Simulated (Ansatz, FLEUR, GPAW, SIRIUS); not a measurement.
**Na2S: energy against volume and a worked fit**

```
CELL_PARAMETERS angstrom
0.00000 3.27350 3.27350
3.27350 0.00000 3.27350
3.27350 3.27350 0.00000
ATOMIC_POSITIONS crystal
S 0.00000 0.00000 0.00000
Na 0.75000 0.75000 0.75000
Na 0.25000 0.25000 0.25000
```

The cell was scaled at fixed shape and fractions and run with Ansatz, all-electron LAPW, scalar-relativistic; PBEsol, k mesh 7 × 7 × 7 on the cell of 3 atoms, fermi-dirac occupations of 0.05 eV, no spin polarisation, no spin-orbit coupling. Energies are those that the program minimises, any entropy of the smearing included.

```tsv
V (Å³/atom)	energy over the lowest row (meV/atom)
21.9823	3.659
22.4500	?
22.9177	0.000
23.3855	0.895
23.8532	3.369
24.3209	7.253
24.7886	12.399
```

Task: Fit the third-order Birch-Murnaghan form, give V0, B0 and B′, and predict the energy left open.

Result: With y = (V0/V)^(2/3), E = E0 + (9 V0 B0/16) [(y - 1)³ B′ + (y - 1)² (6 - 4y)]. Least squares through the rows shown give V0 = 22.9032 Å³/atom, E0 = -0.003 meV, B0 = 29.47 GPa (1 eV/Å³ = 160.218 GPa) and B′ = 4.32, with a largest miss of 0.003 meV. At V = 22.4500 the form with these constants gives 0.852 meV; the run gave 0.855 meV an atom. Other set-ups at this level, from all their volumes (Å³/atom, GPa): FLEUR, all-electron, FLAPW: V0 22.905, B0 29.46; GPAW, PAW data sets generated for this functional: V0 22.975, B0 29.79; SIRIUS, all-electron FP-LAPW, apw+lo standard: V0 22.898, B0 29.25; SIRIUS, PseudoDojo 0.4.1 PBEsol standard (scalar relativistic): V0 22.938, B0 29.56.
